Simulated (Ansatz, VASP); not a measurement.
**BAs: VASP beside Ansatz**

File INCAR:

```
SYSTEM = BAs
  PREC = Accurate
  ENCUT = 600
  EDIFF = 1E-6
  ISMEAR = 0
  SIGMA = 0.1
  LREAL = .False.
  LASPH = .True.
  NELM = 100
  ALGO = Normal
  ISIF = 3
  LWAVE = .False.
  LCHARG = .False.
  GGA = PE
  IBRION = 2
  NSW = 90
  EDIFFG = -0.04
```

Contents of KPOINTS:

```
regular mesh
0
Gamma
  6 6 6
  0 0 0
```

Contents of POSCAR:

```
BAs
1.0
    0.0000000000      2.5230499400      2.5230499400
    2.5230499400      0.0000000000      2.5230499400
    2.5230499400      2.5230499400      0.0000000000
B As
1 1
Direct
    0.0000000000      0.0000000000      0.0000000000
    0.5000000000      0.5000000000      0.5000000000
```

Input for Ansatz:

```yaml
crystal:
  lattice:
    - [0.0, 2.52304994, 2.52304994]
    - [2.52304994, 0.0, 2.52304994]
    - [2.52304994, 2.52304994, 0.0]
  atoms:
    - { symbol: B, position: [0.0, 0.0, 0.0] }
    - { symbol: As, position: [0.5, 0.5, 0.5] }
basis:
  ecutwfc: 420
kpoints:
  mp_grid: { grid: [6, 6, 6] }
hamiltonian:
  xc: pbe
scf:
  occupations: { method: gaussian, width: 0.1 }
  lower_state_search: "off"
output:
  forces: true
  stress: true
  eigenvalues: true
relax:
  adjacent_minimum: "off"
  f_tol: 0.04
  max_steps: 70
  cell: { stress_tol: 0.4 }
```

Change from the starting cell: species swapped into the YAs type (Fm-3m, No. 225).

Alike in both runs: task relaxation of cell and atoms; functional PBE; k mesh 6 × 6 × 6; occupations gaussian, width 0.1 eV; no spin polarisation.

```csv
,VASP,Ansatz
version,VASP 6.6.1,Ansatz 0.2.0
potentials or method,"VASP PAW PBE potentials, release 64 (B, As)","scalar-relativistic, plane waves, PAW"
plane-wave cutoff (eV),600,420
valence electrons in the cell,8,18
```

```tsv
	VASP	Ansatz	Ansatz less VASP
gap on the k mesh at the Fermi level, each at its own relaxed structure (eV)	none	none	-
relaxed volume (Å³/atom)	12.32	12.29	-0.028
relaxed cell length with the largest relative difference (Å)	3.267	3.264	-0.0025
energy change over the relaxation (meV/atom)	-281	-285	-3.2
```

A gap of «none» marks a metal or a gap that the smearing closes. The two sets of potentials don't hold the same shells in valence.

Caveats: the volume moved by over 15 % at a fixed basis, so the end points are rough (VASP).
